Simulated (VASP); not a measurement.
Here is a VASP 6.6.1 calculation.

The input INCAR:

```
PREC     = Accurate       # precision mode
ENCUT    = 600            # plane-wave cutoff, eV
EDIFF    = 1E-7           # SCF threshold, eV
ISMEAR   = 0              # smearing method
SIGMA    = 0.02           # smearing width, eV
LREAL    = False          # projectors in reciprocal space
LASPH    = True           # aspherical terms in the spheres
NELM     = 80             # most SCF steps
ALGO     = Normal         # electronic algorithm
ISIF     = 3              # what is computed and relaxed
LWAVE    = False          # write WAVECAR
LCHARG   = False          # write CHGCAR
GGA      = PE             # functional
IVDW     = 12             # dispersion correction
IBRION   = 2              # ionic algorithm
NSW      = 70             # ionic steps
EDIFFG   = -0.005         # ionic threshold
```

The input KPOINTS:

```
regular mesh
0
Gamma
  8 8 8
```

The input POSCAR:

```
MgSe
1.0
    0.0000000000      2.7544736754      2.7544736754
    2.7544736754      0.0000000000      2.7544736754
    2.7544736754      2.7544736754      0.0000000000
Mg Se
1 1
Direct
    0.0000000000      0.0000000000      0.0000000000
    0.5000000000      0.5000000000      0.5000000000
```

Potentials or basis: VASP PAW PBE potentials, release 64 (Mg, Se).

The run is started by

```console
$ cat potpaw_PBE.64/Mg/POTCAR potpaw_PBE.64/Se/POTCAR > POTCAR
$ mpirun -np 1 vasp_std > vasp.out
```

Predict the space group after relaxing (to 0.05 Å).

Fm-3m (No. 225).

Predict the relaxed volume.

19.91 Å³/atom.

What does it give for the relaxed cell?

a = 3.833 Å, b = 3.833 Å, c = 3.833 Å, α = 60.00°, β = 60.00°, γ = 60.00°.

Final structure:
```cif
data_structure
_symmetry_space_group_name_H-M 'P 1'
_symmetry_Int_Tables_number 1
_cell_length_a 3.8328
_cell_length_b 3.8328
_cell_length_c 3.8328
_cell_angle_alpha 60.000
_cell_angle_beta 60.000
_cell_angle_gamma 60.000
_cell_volume 39.81
loop_
_atom_site_label
_atom_site_type_symbol
_atom_site_fract_x
_atom_site_fract_y
_atom_site_fract_z
_atom_site_occupancy
Mg1 Mg 0.00000 0.00000 0.00000 1
Se1 Se 0.50000 0.50000 0.50000 1
```
